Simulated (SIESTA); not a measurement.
V in SIESTA: the effect of basis

V:

```
V
1.0
     2.60429    0.00000    0.00000
    -1.30215    2.25538    0.00000
     0.00000    0.00000    4.72334
V
2
Direct
  0.33333 0.66667 0.25000
  0.66667 0.33333 0.75000
```

This isn't the form of V at room conditions, which is bcc.

Alike in all runs:

- Program: SIESTA 5.4.2
- Task: band structure
- Functional: PBEsol
- Potentials or basis: PseudoDojo 0.4 standard (PBEsol files)
- Grid cutoff: 800 Ry
- Energy shift: 0.003 Ry
- k mesh: 12 × 12 × 6
- Occupations: fermi-dirac, width 0.05 eV
- Spin: collinear spin, ferromagnetic start
- Starting moments: [2.0, 2.0] μB

```tsv
basis	pressure (GPa)
SZ	-14.4
SZP	-2.2
DZ	?
DZP	-6.1
TZP	-6.4
TZDP	-6.5
```

**Question.** What does the run with basis DZ give?

**Answer.** Pressure -10.7 GPa.

Caveats: the basis of atomic orbitals isn't converged, which shifts pressures, moduli and gaps; the basis has no polarisation orbitals (some runs).
